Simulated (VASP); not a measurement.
The system is Cu2O (Cuprite).

```xyz
6
Lattice="4.2600 0.0000 0.0000 0.0000 4.2600 0.0000 0.0000 0.0000 4.2600" Properties=species:S:1:pos:R:3 pbc="T T T"
Cu    1.0650    1.0650    1.0650
Cu    1.0650    3.1950    3.1950
Cu    3.1950    3.1950    1.0650
Cu    3.1950    1.0650    3.1950
O     0.0000    0.0000    0.0000
O     2.1300    2.1300    2.1300
```

| Item | Value |
| --- | --- |
| Program | VASP 6.6.1 |
| Task | relaxation of cell and atoms |
| Functional | PBE |
| Potentials or basis | VASP PAW PBE potentials, release 64 (Cu, O) |
| Cutoff | 600 eV |
| k mesh | 6 × 6 × 6 |
| Occupations | gaussian, width 0.03 eV |
| Spin | no spin polarisation |

At the start: pressure 4.1 GPa; volume 12.88 Å³/atom.

**Question.** How do energy, volume and symmetry change on relaxing?

**Answer.** Over 3 steps the energy falls by 5.2 meV/atom and the volume is 13.32 Å³/atom (+3.4 %); space group Pn-3m (No. 224, to 0.05 Å).

The path:
```tsv
step	energy change (eV)	largest force (eV/Å)	pressure (GPa)	volume (Å³)
1	0.0000	0.0000	4.07	77.31
2	-0.0264	0.0000	-1.52	81.03
3	-0.0315	0.0000	0.07	79.90
```

Final structure:
```yaml
crystal:
  lattice:
    - [4.30713, 0.00000, 0.00000]
    - [0.00000, 4.30713, 0.00000]
    - [0.00000, 0.00000, 4.30713]
  atoms:
    - { symbol: Cu, position: [0.25000, 0.25000, 0.25000] }
    - { symbol: Cu, position: [0.25000, 0.75000, 0.75000] }
    - { symbol: Cu, position: [0.75000, 0.75000, 0.25000] }
    - { symbol: Cu, position: [0.75000, 0.25000, 0.75000] }
    - { symbol: O, position: [0.00000, 0.00000, 0.00000] }
    - { symbol: O, position: [0.50000, 0.50000, 0.50000] }
```
